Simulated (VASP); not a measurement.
## W: relaxation of cell and atoms with PBE

Crystal: W.

```xyz
1
Lattice="-1.5750 1.5750 1.5750 1.5750 -1.5750 1.5750 1.5750 1.5750 -1.5750" Properties=species:S:1:pos:R:3 pbc="T T T"
W     0.0000    0.0000    0.0000
```

The cell was built by a generator and needn't be a form met in nature.

* Program: VASP 6.6.1
* Task: relaxation of cell and atoms
* Functional: PBE
* Potentials or basis: VASP PAW PBE potentials, release 64 (W_sv)
* Cutoff: 600 eV
* k mesh: 18 × 18 × 18
* Occupations: methfessel-paxton, width 0.1 eV
* Spin: no spin polarisation
* Further INCAR settings: ALGO = Normal; EDIFF = 1e-07; IBRION = 2; EDIFFG = -0.005; NSW = 40; ISIF = 3

* Relaxed volume: 16.16 Å³/atom
* Relaxed cell: a = 2.759 Å, b = 2.759 Å, c = 2.759 Å, α = 109.47°, β = 109.47°, γ = 109.47°
* Space group after relaxing (to 0.05 Å): Im-3m (No. 229)
* Energy gained by relaxing: 17.8 meV/atom
* Ionic steps: 4
* Pressure after relaxing: 0.0 GPa
* Band gap on the k mesh: none (metal or under the smearing width)

Step by step:
| step | energy change (eV) | largest force (eV/Å) | pressure (GPa) | volume (Å³) |
| --- | --- | --- | --- | --- |
| 1 | 0.0000 | 0.0000 | 11.07 | 15.63 |
| 2 | 0.1808 | 0.0000 | -27.99 | 18.20 |
| 3 | -0.0177 | 0.0000 | -0.54 | 16.19 |
| 4 | -0.0178 | 0.0000 | -0.03 | 16.16 |

Final structure:
```xyz
1
Lattice="-1.5927 1.5927 1.5927 1.5927 -1.5927 1.5927 1.5927 1.5927 -1.5927" Properties=species:S:1:pos:R:3 pbc="T T T"
W     0.0000    0.0000    0.0000
```

Levels at points of the mesh, in eV from the Fermi level:
```tsv
k point	band 4	band 5	band 6	band 7	band 8	band 9	band 10	band 11
(0.00, 0.00, 0.00)	-37.79	-9.53	-1.19	-1.19	-1.19	2.22	2.22	14.47
(0.50, 0.00, 0.00)	-37.80	-6.15	-3.47	0.61	2.10	3.06	5.98	10.78
(0.50, 0.50, 0.50)	-38.64	-5.68	-5.68	5.03	5.03	5.03	8.09	8.09
```

Wall time 34 s on 1 thread of Intel(R) Xeon(R) 6975P-C (Granite Rapids), on a shared host, peak memory 0.18 GiB.

The run has no spin-orbit coupling, so splittings on W are missing.
